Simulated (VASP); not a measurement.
CdF2: relaxation of cell and atoms with PBEsol

Crystal: CdF2.

```
Cd F
1.0
     0.00000    2.69400    2.69400
     2.69400    0.00000    2.69400
     2.69400    2.69400    0.00000
Cd F
1 2
Cartesian
  0.0000 0.0000 0.0000
  1.3470 1.3470 1.3470
  4.0410 4.0410 4.0410
```

```json
{
 "Program": "VASP 6.6.1",
 "Task": "relaxation of cell and atoms",
 "Functional": "PBEsol",
 "Potentials or basis": "VASP PAW PBE potentials, release 64 (Cd, F)",
 "Cutoff": "600 eV",
 "k mesh": "10 × 10 × 10",
 "Occupations": "gaussian, width 0.03 eV",
 "Spin": "no spin polarisation",
 "Further INCAR settings": "ALGO = Normal; EDIFF = 1e-06; IBRION = 2; EDIFFG = -0.01; NSW = 90; ISIF = 3"
}
```

```yaml
Relaxed_volume: 13.08 Å³/atom
Relaxed_cell: a = 3.814 Å, b = 3.814 Å, c = 3.814 Å, α = 60.00°, β = 60.00°, γ = 60.00°
Space_group_after_relaxing_to_0.05_Å: Fm-3m (No. 225)
Energy_gained_by_relaxing: 0.1 meV/atom
Ionic_steps: 3
Pressure_after_relaxing: 0.0 GPa
Band_gap_on_the_k_mesh: 2.90 eV, indirect (least direct gap 3.39 eV)
```

The path:
```tsv
step	energy change (eV)	largest force (eV/Å)	pressure (GPa)	volume (Å³)
1	0.0000	0.0000	0.40	39.10
2	-0.0001	0.0000	-0.15	39.29
3	-0.0002	0.0000	0.00	39.23
```

Final structure:
```
Cd F
1.0
     0.00000    2.69697    2.69697
     2.69697    0.00000    2.69697
     2.69697    2.69697    0.00000
Cd F
1 2
Direct
  0.00000 0.00000 0.00000
  0.25000 0.25000 0.25000
  0.75000 0.75000 0.75000
```

Levels at points of the mesh, in eV from the valence-band top:
```csv
k point,band 10,band 11,band 12,band 13,band 14,band 15,band 16,band 17
"(0.00, 0.00, 0.00)",-0.98,-0.49,-0.49,-0.49,2.90,12.50,12.50,12.50
"(0.50, 0.00, 0.00)",-1.86,-1.86,-0.39,-0.39,7.04,8.97,14.29,14.29
"(0.50, 0.50, 0.00)",-2.99,-0.50,-0.08,-0.08,7.86,9.45,11.69,14.09
```

Wall time 41 s on 2 MPI ranks on Intel(R) Xeon(R) Platinum 8488C (Sapphire Rapids), with other jobs on the host, peak memory 0.19 GiB a rank.

Caveat: the PAW data sets were made with another functional, which shifts forces and pressure a little. Zero-point motion and thermal expansion aren't in these numbers.
